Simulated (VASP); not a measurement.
Input of a VASP 6.6.1 run:

The input INCAR:

```
SYSTEM = InAs
  PREC = Accurate
  ENCUT = 520
  EDIFF = 1E-6
  ISMEAR = 0
  SIGMA = 0.1
  LREAL = .False.
  LASPH = .True.
  NELM = 100
  ALGO = Fast
  ISIF = 2
  LWAVE = .False.
  LCHARG = .True.
  GGA = PS
  LELF = .True.
  LVHAR = .True.
  NBANDS = 16
```

Contents of KPOINTS:

```
Automatic mesh
0
Gamma
  12 12 12
  0 0 0
```

POSCAR

```
InAs
1.0
    0.0000000000      2.9719097555      2.9719097555
    2.9719097555      0.0000000000      2.9719097555
    2.9719097555      2.9719097555      0.0000000000
In As
1 1
Direct
    0.5000000000      0.5000000000      0.5000000000
    0.0000000000      0.0000000000      0.0000000000
```

Potentials or basis: VASP PAW PBE potentials, release 64 (In_d, As).

Command:

```sh
$ cat potpaw_PBE.64/In_d/POTCAR potpaw_PBE.64/As/POTCAR > POTCAR
$ mpirun -np 1 vasp_std > vasp.out
```

(1) Estimate the pressure.

(2) Estimate the band gap on the k mesh.

Results:

(1) -7.4 GPa.

(2) none (metal or under the smearing width).

Caveat: the PAW data sets were made with another functional, which shifts forces and pressure a little.
